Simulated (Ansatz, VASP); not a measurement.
## Mg: programs and potentials compared

The starting cell:

```
Mg
1.0
     3.20930    0.00000    0.00000
    -1.60465    2.77934    0.00000
     0.00000    0.00000    5.21030
Mg
2
Direct
  0.66667 0.33333 0.75000
  0.33333 0.66667 0.25000
```

Alike in all runs: task relaxation of cell and atoms; functional PBEsol; dispersion D4; k mesh 10 × 10 × 5; occupations fermi-dirac, width 0.05 eV; no spin polarisation; no spin-orbit coupling.

```json
{"program and potentials": "Ansatz, Ansatz PAW", "plane-wave cutoff (eV)": "420", "notes": "potentials made for PBE, which Ansatz adapts in part; 10 valence electrons an atom on average", "equilibrium volume (Å³/atom)": "23.23"}
{"program and potentials": "Ansatz, all-electron LAPW, scalar-relativistic", "plane-wave cutoff (eV)": "-", "notes": "-", "equilibrium volume (Å³/atom)": "23.23"}
{"program and potentials": "VASP, PBE PAW files Mg, 600 eV", "plane-wave cutoff (eV)": "600", "notes": "potentials made for PBE; 2 valence electrons an atom on average", "equilibrium volume (Å³/atom)": "23.23"}
```

All agree on the equilibrium volume. Relaxations stop with a little pressure left, so the last digit of a volume isn't settled.

The functional is the same throughout but for its coding, so the spread measures potentials, basis and numerics; runs on potential files found faulty are left out.
